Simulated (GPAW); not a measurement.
Write an ASE script for GPAW 26.7.0 that does the following.

* Task: single point
* Functional: PBEsol
* Potentials or basis: PAW data sets generated in the run's folder for this functional
* Cutoff: 500 eV
* Basis: pw
* k mesh: 8 × 8 × 8
* Occupations: fermi-dirac, width 0.05 eV
* Spin: no spin polarisation
* Maxiter: 120
* Convergence: default

Crystal: Sn.

```
Sn
1.0
    -1.89465    1.89465    1.89465
     1.89465   -1.89465    1.89465
     1.89465    1.89465   -1.89465
Sn
1
Direct
  0.00000 0.00000 0.00000
```

This isn't the form of Sn at room conditions, which is tetragonal (white tin).

One way to write it, as run:

run.py

```python
from ase.dft.bandgap import bandgap
from ase.io import write
from ase.spacegroup import crystal
from ase.units import GPa
from gpaw import GPAW, PW, setup_paths

setup_paths.insert(0, '.')

# Sn 2a
atoms = crystal(['Sn'],
                basis=[[0.0, 0.0, 0.0]],
                spacegroup=229, setting=1,  # Im-3m
                cellpar=[3.78930364, 3.78930364, 3.78930364, 90.0, 90.0, 90.0],
                primitive_cell=True)

calc = GPAW(mode=PW(500),
            xc='PBEsol',
            kpts={'size': (8, 8, 8), 'gamma': True},
            occupations={'name': 'fermi-dirac', 'width': 0.05},
            nbands=14,
            maxiter=120,
            txt='gpaw.txt')
atoms.calc = calc
energy = atoms.get_potential_energy()
forces = atoms.get_forces()
stress = atoms.get_stress()
calc.write('gs.gpw')
write('result.traj', atoms)
print(f'Energy: {energy:.6f} eV')
print('Forces (eV/A):')
print(forces.round(4))
print('Stress (GPa):', (stress / GPa).round(3))
print('Fermi level:', round(calc.get_fermi_level(), 4), 'eV')
print(f'Gap: {bandgap(calc)[0]:.4f} eV, direct: {bandgap(calc, direct=True)[0]:.4f} eV')
```

Potentials or basis: PAW data sets generated in the run's folder for this functional, pw.

The run is started by

```console
$ gpaw-setup -f PBEsol Sn
$ OMP_NUM_THREADS=1 python run.py
```

It gave:

```json
{
 "Pressure": "-2.5 GPa",
 "Band gap on the k mesh": "none (metal or under the smearing width)"
}
```

Caveat: the cutoff is short for stress and forces, so pressures can be off by a GPa or more.

It took 6.9 s on 1 thread of Arm Neoverse V2, on a shared host, peak memory 0.13 GiB.
